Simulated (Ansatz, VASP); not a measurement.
## One calculation of ZnO, two programs

```
Zn O
1.0
     3.25716    0.00000    0.00000
    -1.62858    2.82078    0.00000
     0.00000    0.00000    5.25212
Zn O
2 2
Cartesian
  0.0000 1.8805 0.0076
  1.6286 0.9403 2.6337
  0.0000 1.8805 1.9992
  1.6286 0.9403 4.6253
```

Alike in both runs: functional RPBE; dispersion D4; k mesh 8 × 8 × 6; occupations gaussian, width 0.05 eV; no spin polarisation.

Ansatz relaxed the structure, and its values are those at the end. VASP's run is a single point on that final structure, the one shown.

|  | VASP | Ansatz |
| --- | --- | --- |
| version | VASP 6.6.1 | Ansatz 0.2.0 |
| potentials or method | VASP PAW PBE potentials, release 64 (Zn, O) | scalar-relativistic, plane waves, PAW |
| plane-wave cutoff (eV) | 520 | 420 |
| valence electrons in the cell | 36 | 36 |

|  | VASP | Ansatz | Ansatz less VASP |
| --- | --- | --- | --- |
| gap on the k mesh at the Fermi level (eV) | 0.85 | 0.88 | +0.025 |
| least direct gap on the mesh (eV) | 0.85 | 0.88 | +0.025 |
| pressure (GPa) | 1.1 | 0.0 | -1.13 |
| rms of the force components (eV/Å) | 0.002 | 0.004 | +0.0015 |
| dispersion energy (meV/atom) | -501.2 | -501.3 | -0.10 |

Caveats: the PAW data sets were made with another functional, which shifts forces and pressure a little (VASP).
